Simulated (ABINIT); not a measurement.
Here is an ABINIT 10.8.3 (patched build) calculation.

The input run.abi:

```
pp_dirpath "./"
pseudos "Ga.GGA_PBE-JTH.xml, P.GGA_PBE-JTH.xml"

acell 3*1.0
rprim
     0.0000000000     5.1499761211     5.1499761211
     5.1499761211     0.0000000000     5.1499761211
     5.1499761211     5.1499761211     0.0000000000
ntypat 2
znucl 31 15
natom 2
typat 1 2
xred
    -0.0013860000    -0.0157230000     0.0174070000
     0.7476240000     0.7471280000     0.7528140000
chkprim 0
chksymtnons 0
tolsym 1.0e-6

ecut 20.0
pawecutdg 40.0

kptopt 1
ngkpt 8 8 8
nshiftk 1
shiftk 0.0 0.0 0.0

ixc 11

nband 13
occopt 3
tsmear 0.05 eV

nstep 100
tolvrs 1.0e-9

iomode 3
prtwf 0
prtden 0
prteig 0
prtebands 0
```

Potentials or basis: JTH PAW PBE v2.0.

The run is started by

```console
$ abinit run.abi > log 2>&1
```

(1) Predict the pressure.

(2) Estimate the band gap on the k mesh.

(3) Predict the largest force.

Results:

(1) 2.7 GPa.

(2) 1.45 eV, indirect (least direct gap 1.68 eV).

(3) 0.556 eV/Å.
